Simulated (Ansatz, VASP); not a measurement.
# C (Diamond): VASP beside Ansatz, part 2 of 2

Aim: how closely do two programs agree when they are given the same cell, functional and k mesh? The cell is taken from a series of VASP runs on this material, whose earlier steps may have relaxed, scaled or displaced it; both programs get it as it stands.

VASP 6.6.1 and Ansatz 0.2.0.

So far. Step 4 (Side by side): The walks stopped with -0.02 GPa left in Ansatz and 0.01 GPa in VASP; each walk ends within a tolerance, so the volume difference is uncertain by about these residues over the bulk modulus, most in soft cells.

## (5) Ansatz: relaxation of cell and atoms, HSE06

Level of this step: Ansatz beside VASP: Kohn-Sham DFT, plane waves, HSE06 (Ansatz).

The relaxed volume is the usual yardstick between codes: its relative difference is about their pressure difference at one cell divided by the bulk modulus. The cell compared in this pair holds 11.16 Å³, against 11.41 Å³ for the pair before.

The cell is taken from a series of VASP runs on this material, whose earlier steps may have relaxed, scaled or displaced it; both programs get it as it stands.

input.yaml reads:

```yaml
crystal:
  lattice:
    - [0.0, 1.7735490896, 1.7735490896]
    - [1.7735490896, 0.0, 1.7735490896]
    - [1.7735490896, 1.7735490896, 0.0]
  atoms:
    - { symbol: C, position: [0.75, 0.75, 0.75] }
    - { symbol: C, position: [0.5, 0.5, 0.5] }
hamiltonian:
  xc: { exchange: pbe, correlation: pbe, exx: { coeff: 0.25, omega: 0.2 } }
  pseudopotentials: { kind: paw }
kpoints:
  mp_grid: { grid: [7, 7, 7] }
scf:
  occupations: { method: gaussian, width: 0.03 }
relax:
  f_tol: 0.01
  max_steps: 60
  cell: { stress_tol: 0.05 }
output:
  forces: true
  stress: true
  write_density: true
  write_potential: true
  elf: true
  volumetric_format: npy
```

On the command line:

```bash
ansatz run input.yaml --threads 4 --pin off --max-ram 9216MiB --backend cpu --events-out ev --progress --plain --runs-dir out
```

Numbers of over 12 decimals in the logs are rounded to 6 here.

Log:

```text
[...]
Crystal: 2 atoms, lattice volume = 11.157 Å³
Basis set: ecut = 420 eV, 229 PW (Γ), exchange–correlation on 36×36×36 points (8 copies of the dense FFT grid, shifted against one another)
Bands: 8, of which v1, the nominal top of the filled ones, is band 4 counted from 1 (3 counted from 0)
Symmetry: 48 space group operations
[...]
k-points: 20 of 343
[...]
guard bands above this table: 2 of the run's 8 bands. The solve was not asked for them (output.publish_guard_bands: true or output.eigenvalues: true publishes all)
--- Relaxed structure (3 steps of the walk, 3 accepted, 1 SCFs on fresh bases) ---
[...]
cell:  # Å, volume = 11.1413 Å³
    - [0, 1.772700, 1.772700]
    - [1.772700, 0, 1.772700]
    - [1.772700, 1.772700, 0]
  atoms:
    - { symbol: C, position: [0.75, 0.75, 0.75] }
    - { symbol: C, position: [0.5, 0.5, 0.5] }
[key lines of the parts left out:]
Free energy (F): -501.769190 eV
Fermi energy:    15.746635 eV
P = ⅓ Tr σ = -0.0226 GPa (-0.226 kbar)
```

The job ended after 7.1 s (4 threads of Intel Xeon at 2.60GHz (Ice Lake), shared host; peak memory 0.55 GiB).

## (6) VASP: relaxation of cell and atoms, HSE06

The same cell, functional, mesh and smearing now go to VASP, with its own data sets and cutoff.

The run reads the wave functions of an earlier VASP run, which isn't shown here.

INCAR reads:

```
SYSTEM = C
PREC = Accurate
ENCUT = 520
EDIFF = 1E-06
NELM = 100
ISMEAR = 0
SIGMA = 0.03
LREAL = .FALSE.
ALGO = Normal
LHFCALC = .TRUE.
AEXX = 0.25
GGA = PE
HFSCREEN = 0.2
LASPH = .TRUE.
NBANDS = 10
PRECFOCK = Fast
LORBIT = 11
LWAVE = .FALSE.
LCHARG = .FALSE.
KPAR = 4
IBRION = 2
NSW = 50
ISIF = 3
EDIFFG = -0.006
```

POSCAR reads:

```
C
1.0
    0.0000000000      1.7735490896      1.7735490896
    1.7735490896      0.0000000000      1.7735490896
    1.7735490896      1.7735490896      0.0000000000
C
2
Direct
    0.7500000000      0.7500000000      0.7500000000
    0.5000000000      0.5000000000      0.5000000000
```

KPOINTS reads:

```
Automatic mesh
0
Gamma
7 7 7
0 0 0
```

PAW data sets: C (PBE family, release 64).

On the command line:

```bash
mpirun -np 4 vasp_std
```

Log:

```text
[banner, memory and clock lines left out]
running    4 mpi-ranks, on    1 nodes
[...]
LDA part: xc-table for (Slater+PW92), standard interpolation
 found WAVECAR, reading the header
 POSCAR, INCAR and KPOINTS ok, starting setup
[...]
reading WAVECAR
 the WAVECAR file was read successfully
 initial charge from wavefunction
 entering main loop
       N       E                     dE             d eps       ncg     rms          rms(c)
DAV:   1    -0.210880246620E+02   -0.21088E+02   -0.30337E-01   418   0.435E+00    0.644E-01
DAV:   2    -0.210901377276E+02   -0.21131E-02   -0.40288E-03   442   0.543E-01    0.407E-01
DAV:   3    -0.210898485258E+02    0.28920E-03   -0.66048E-05   450   0.835E-02    0.233E-01
DAV:   4    -0.210897381953E+02    0.11033E-03   -0.20326E-05   426   0.457E-02    0.133E-01
DAV:   5    -0.210897016009E+02    0.36594E-04   -0.88826E-06   410   0.292E-02    0.764E-02
DAV:   6    -0.210896896863E+02    0.11915E-04   -0.33953E-06   408   0.180E-02    0.432E-02
[...]
DAV:   9    -0.210896848855E+02    0.27469E-06   -0.14732E-07   206   0.399E-03
   1 F= -.21089685E+02 E0= -.21089685E+02  d E =-.210897E+02
[...]
N       E                     dE             d eps       ncg     rms          rms(c)
DAV:   1    -0.210896849000E+02    0.26027E-06   -0.51338E-04   420   0.207E-01    0.172E-02
DAV:   2    -0.210896828026E+02    0.20973E-05   -0.30959E-06   432   0.171E-02    0.119E-02
DAV:   3    -0.210896800912E+02    0.27115E-05   -0.14174E-06   310   0.905E-03    0.607E-03
DAV:   4    -0.210896793477E+02    0.74345E-06   -0.64576E-07   232   0.637E-03
   2 F= -.21089679E+02 E0= -.21089679E+02  d E =0.553781E-05
 trial-energy change:    0.000006  1 .order    0.000003   -0.000028    0.000034
 step:   0.4514(harm=  0.4514)  dis= 0.00000  next Energy=   -21.089691 (dE=-0.624E-05)
[...]
N       E                     dE             d eps       ncg     rms          rms(c)
DAV:   1    -0.210896907082E+02   -0.10617E-04   -0.16376E-04   420   0.116E-01    0.978E-03
DAV:   2    -0.210896909820E+02   -0.27387E-06   -0.11115E-06   382   0.979E-03
   3 F= -.21089691E+02 E0= -.21089691E+02  d E =-.609650E-05
[...]
reached required accuracy - stopping structural energy minimisation
```

From OUTCAR (step 6):

```text
  Total       -0.0066715     -0.0066715     -0.0066715      0.0000000     -0.0000000     -0.0000000
  in kB       -0.9574107     -0.9574107     -0.9574107      0.0000000     -0.0000000     -0.0000000
  external PRESSURE =      -0.9574107 kB  Pullay stress =       0.0000000 kB

 POSITION                                       TOTAL-FORCE (eV/Angst)
 -----------------------------------------------------------------------------------
      2.66089      2.66089      2.66089         0.000000     -0.000000     -0.000000
      1.77393      1.77393      1.77393        -0.000000      0.000000      0.000000
 -----------------------------------------------------------------------------------
    total drift:                                0.000000     -0.000000      0.000000

  FREE ENERGIE OF THE ION-ELECTRON SYSTEM (eV)
  ---------------------------------------------------
  free  energy   TOTEN  =       -21.0896909820 eV

  energy  without entropy=      -21.0896909820  energy(sigma->0) =      -21.08969098

[... 1 part as in an earlier step ...]

[... 3 further parts left out ...]
[key lines of the parts left out:]
E-fermi :   9.6174
```

## (7) Differences

What differs besides the data sets and the points named for the pairs above, as far as they apply: exact exchange at q = 0 is treated differently, which shows on coarse meshes; VASP keeps PBE cores, Ansatz makes them for the functional; VASP takes a coarser grid for exact exchange (PRECFOCK = Fast). Total energies have different zeros and are not compared.

Compared:

| quantity | Ansatz | VASP | difference |
| --- | --- | --- | --- |
| volume (Å³) | 11.14 | 11.16 | -0.21 % |
| edge a after relaxation, in the typed setting (Å) | 2.507 | 2.509 | -0.07 % |

The walks stopped with -0.02 GPa left in Ansatz and -0.10 GPa in VASP; each walk ends within a tolerance, so the volume difference is uncertain by about these residues over the bulk modulus, most in soft cells.

## (8) What came out

```yaml
difference_in_volume_relaxation_of_cell_and_atoms_pbe: -0.15 %
difference_in_volume_relaxation_of_cell_and_atoms_hse06: -0.21 %
```

The difference in volume is -0.21 % (relaxation of cell and atoms, HSE06), within the 1.2 % picked in this series as the mark of a large difference, as far as the stopping tolerances let one tell. How closely two codes agree says nothing of how well the functional describes the real material.

[Lines on the potential files, build, host, timing and source positions are cut from VASP's logs without a mark.]

[Logs are printed without paths, hosts, clocks, repeated set-up lines and the standing remarks that a program may print on its own settings, such as how far it seeks lower states.]

[Hosts, paths, dates, database ids (printed as entryN), source tags and the programs' standing remarks are cut or masked in the printed files.]
